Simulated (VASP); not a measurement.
## CdTe: single point with r2SCAN

**What was measured.**

From a printed reference work, data compilation, for a bulk crystal of CdTe at 0 K: band gap 1.607 eV.

Crystal: CdTe.

```
Cd Te
1.0
     0.00000    3.27872    3.27872
     3.27872    0.00000    3.27872
     3.27872    3.27872    0.00000
Cd Te
1 1
Cartesian
  0.0000 0.0000 0.0000
  1.6394 1.6394 1.6394
```

```json
{
  "Program": "VASP 6.6.1",
  "Task": "single point",
  "Functional": "r2SCAN",
  "Potentials or basis": "VASP PAW PBE potentials, release 64 (Cd, Te)",
  "Cutoff": "520 eV",
  "k mesh": "10 × 10 × 10",
  "Occupations": "gaussian, width 0.05 eV",
  "Spin": "no spin polarisation",
  "Dipole correction": "no",
  "Further INCAR settings": "ALGO = Normal; EDIFF = 1e-07; NBANDS = 16"
}
```

```yaml
Pressure: 0.1 GPa
Band_gap_on_the_k_mesh: 1.16 eV, direct
```

Levels at points of the mesh, in eV from the valence-band top:
```
           k point  band 7  band 8  band 9  band 10  band 11  band 12
(0.00, 0.00, 0.00)    0.00    0.00    0.00     1.16     5.05     5.05
(0.50, 0.00, 0.00)   -4.29   -0.74   -0.74     2.19     5.60     5.60
(0.50, 0.50, 0.00)   -4.18   -1.79   -1.79     2.95     2.99     9.26
```

Wall time 2.9 min on 1 thread of AMD EPYC 9R45 96-Core Processor (Zen 5), on a shared host, peak memory 0.22 GiB.

Against the measured gap of CdTe, 1.607 eV (0 K; a printed reference work, data compilation), the calculated 1.16 eV is off by -0.45 eV. Spin-orbit coupling on Cd, Te is left out. The value is that of r2SCAN, without temperature or zero-point motion.

Caveat: the PAW data sets were made with another functional, which shifts forces and pressure a little; spin-orbit coupling is left out, which moves the levels of the heavy elements.
